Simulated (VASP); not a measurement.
# Settings for MgS: self-consistent run

MgS, F-43m (no. 216), 2 atoms in the cell. AM05; PAW potentials S, Mg (PBE set). VASP 6.6.1.

Wanted: levels at the zone centre within 0.01 eV.

What the run is for: levels; Accuracy asked: standard.

Levels at the zone centre: counted from the valence top at that point.

POSCAR:
```
MgS
1.0
    0.0000000000      2.8331200468      2.8331200468
    2.8331200468      0.0000000000      2.8331200468
    2.8331200468      2.8331200468      0.0000000000
S Mg
1 1
Direct
    0.2500000000      0.2500000000      0.2500000000
    0.0000000000      0.0000000000      0.0000000000
```

The series start from Plane-wave cutoff (eV): 340; k-point mesh: 7 × 7 × 7; Precision mode (PREC): Accurate; Electronic threshold (eV): 1e-6; Bands in all (NBANDS): 14; Aspherical gradient terms in the spheres (LASPH): yes; Electronic algorithm: ALGO=Normal; Delay and inner steps: defaults; Use of symmetry (ISYM): defaults. Each series keeps the choices made before it, and each single choice may use up half of a tolerance.

## Plane-wave cutoff (eV)

| Plane-wave cutoff (eV) | Levels at the zone centre, largest deviation (eV) | SCF iterations | Time (s) |
|---|---|---|---|
| 210 | 0.016 | 13 | 3.8 |
| 260 | 0.007 | 13 | 4.4 |
| 300 | 0.001 | 13 | 4.5 |
| 340 | 0.000 | 13 | 4.8 |
| 390 | 0.000 | 13 | 6.9 |
| 460 | 0.000 | 13 | 6.8 |
| 550 | 0.000 | 13 | 7.8 |
| 690 (reference) | 0.000 | 13 | 11 |

Chosen: 300, the loosest value from which every tighter one stays within half of the tolerance.

## k-point mesh

| k-point mesh | Levels at the zone centre, largest deviation (eV) | SCF iterations | Time (s) |
|---|---|---|---|
| 2 × 2 × 2 | 0.067 | 13 | 3.0 |
| 3 × 3 × 3 | 0.017 | 13 | 3.1 |
| 4 × 4 × 4 | 0.004 | 13 | 3.3 |
| 5 × 5 × 5 | 0.001 | 13 | 3.6 |
| 6 × 6 × 6 | 0.000 | 13 | 4.0 |
| 7 × 7 × 7 | 0.000 | 13 | 4.5 |
| 9 × 9 × 9 | 0.000 | 13 | 5.4 |
| 11 × 11 × 11 | 0.000 | 13 | 6.8 |
| 13 × 13 × 13 (reference) | 0.000 | 13 | 8.8 |

Chosen: 4 × 4 × 4.

## Precision mode (PREC)

| Precision mode (PREC) | Levels at the zone centre, largest deviation (eV) | SCF iterations | Time (s) |
|---|---|---|---|
| Low | 0.002 | 13 | 2.5 |
| SingleN | 0.000 | 13 | 2.5 |
| Normal | 0.000 | 13 | 2.8 |
| Accurate (reference) | 0.000 | 13 | 3.3 |

Chosen: Low.

## Electronic threshold (eV)

| Electronic threshold (eV) | Levels at the zone centre, largest deviation (eV) | SCF iterations | Time (s) |
|---|---|---|---|
| 0.001 | 0.009 | 10 | 2.1 |
| 0.0001 | 0.002 | 11 | 2.2 |
| 1e-5 | 0.000 | 12 | 2.4 |
| 1e-6 | 0.000 | 13 | 2.5 |
| 1e-7 | 0.000 | 13 | 2.5 |
| 1e-8 (reference) | 0.000 | 15 | 2.9 |

Chosen: 0.0001.

## Bands in all (NBANDS)

| Bands in all (NBANDS) | Levels at the zone centre, largest deviation (eV) | SCF iterations | Time (s) |
|---|---|---|---|
| 5 | 0.021 | 9 | 1.7 |
| 6 | 0.002 | 11 | 2.0 |
| 8 | 0.001 | 11 | 2.0 |
| 10 | 0.002 | 11 | 2.2 |
| 14 | 0.002 | 11 | 2.2 |
| 24 (reference) | 0.000 | 11 | 2.5 |

Chosen: 6.

## Aspherical gradient terms in the spheres (LASPH)

| Aspherical gradient terms in the spheres (LASPH) | Levels at the zone centre, largest deviation (eV) | SCF iterations | Time (s) |
|---|---|---|---|
| yes | 0.000 | 11 | 2.0 |
| no | 0.000 | 11 | 0.9 |

Chosen: yes; no would be accurate enough too and is faster here.

## Electronic algorithm

| Electronic algorithm | Levels at the zone centre, largest deviation (eV) | SCF iterations | Time (s) |
|---|---|---|---|
| ALGO=Normal | 0.000 | 11 | 2.0 |
| ALGO=Fast | 0.003 | 13 | 2.2 |
| ALGO=VeryFast | 0.000 | 18 | 2.0 |
| ALGO=All ISEARCH=1 | 0.002 | 12 | 3.0 |
| ALGO=All ISEARCH=0 | 0.002 | 12 | 3.0 |
| ALGO=Damped TIME=0.4 | 0.000 | 16 | 2.7 |
| ALGO=Damped TIME=0.1 | 0.003 | 24 | 3.8 |

Chosen: ALGO=Normal; no other choice that stays within half of the tolerance saves 30 % of the time.

## Delay and inner steps

| Delay and inner steps | Levels at the zone centre, largest deviation (eV) | SCF iterations | Time (s) |
|---|---|---|---|
| defaults | 0.000 | 11 | 2.0 |
| NELMDL=-2 | 0.002 | 9 | 2.1 |
| NELMDL=-8 | 0.001 | 14 | 2.0 |
| NELMDL=-12 | 0.001 | 18 | 2.2 |
| NRMM=2 | 0.001 | 11 | 2.0 |
| NRMM=6 | 0.001 | 11 | 2.0 |
| WEIMIN=0.001 | 0.000 | 11 | 1.9 |

Chosen: defaults.

## Use of symmetry (ISYM)

| Use of symmetry (ISYM) | Levels at the zone centre, largest deviation (eV) | SCF iterations | Time (s) |
|---|---|---|---|
| defaults | 0.000 | 11 | 2.0 |
| ISYM=1 | 0.000 | 11 | 1.9 |
| ISYM=0 | 0.000 | 11 | 2.6 |
| ISYM=-1 | 0.000 | 11 | 3.2 |

Chosen: defaults.

## All choices together

| Input | Levels at the zone centre, largest deviation (eV) | Time (s) |
|---|---|---|
| the program's defaults (naive) | 0.013 | 1.0 |
| chosen settings | 0.004 | 2.0 |
| reference settings throughout | 0.000 | 55 |

The tolerance is met.

Values of the reference run: Levels at the zone centre: 0, 0, 3.439 eV from the valence top at Gamma.

## The input

INCAR:
```
SYSTEM = MgS
GGA = AM
ISMEAR = 0
SIGMA = 0.03
LWAVE = .False.
LCHARG = .False.
ISIF = 2
PREC = Low
LASPH = .True.
LREAL = .False.
ALGO = Normal
EDIFF = 1E-4
NELM = 120
GGA_COMPAT = .False.
ENCUT = 300
EFERMI = MIDGAP
NBANDS = 6
```

KPOINTS:
```
Automatic mesh
0
Gamma
  4 4 4
  0 0 0
```

Commands:
```
cat potpaw_PBE.64/S/POTCAR potpaw_PBE.64/Mg/POTCAR > POTCAR
mpirun -np 1 vasp_std > vasp.out
```

The chosen input took VASP 6.6.1 2.0 s on 1 core (Intel Xeon 6975P-C (Granite Rapids)), a shared host.

## An input that fails: too few bands

VASP's message: The number of bands is not sufficient to hold all electrons. I am sorry, but this calculation does not make sense. If you want to calculate only selected states, you need to set either EFERMI or EREF. EREF specifies around which energy states are supposed to be calculated. I found NBANDS = 3, NELECT = ….

Changes against the starting input:
```
- NELM = 120
- NBANDS = 14
+ NELM = 90
+ NBANDS = 3
```
